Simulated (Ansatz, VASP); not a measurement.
# One calculation of Cu, two programs

```
CELL_PARAMETERS angstrom
0.00000 1.78169 1.78169
1.78169 0.00000 1.78169
1.78169 1.78169 0.00000
ATOMIC_POSITIONS crystal
Cu 0.00000 0.00000 0.00000
```

Alike in both runs: functional PBE; dispersion D3(BJ); k mesh 20 × 20 × 20; occupations gaussian, width 0.1 eV; no spin polarisation.

Ansatz relaxed the structure, and its values are those at the end. VASP's run is a single point on that final structure, the one shown.

|  | VASP | Ansatz |
| --- | --- | --- |
| version | VASP 6.6.1 | Ansatz 0.2.0 |
| potentials or method | VASP PAW PBE potentials, release 64 (Cu) | scalar-relativistic, plane waves, PAW |
| plane-wave cutoff (eV) | 520 | 420 |
| valence electrons in the cell | 11 | 19 |

Ansatz gave:

* gap on the k mesh at the Fermi level (eV): none
* pressure (GPa): 0.0

**Question.** Estimate VASP's values.

**Answer.** gap on the k mesh at the Fermi level (eV): none; pressure (GPa): 0.9.

A gap of «none» marks a metal or a gap that the smearing closes. The two sets of potentials don't hold the same shells in valence.

Caveats: pairwise dispersion overbinds metals, which lowers pressure and volume.
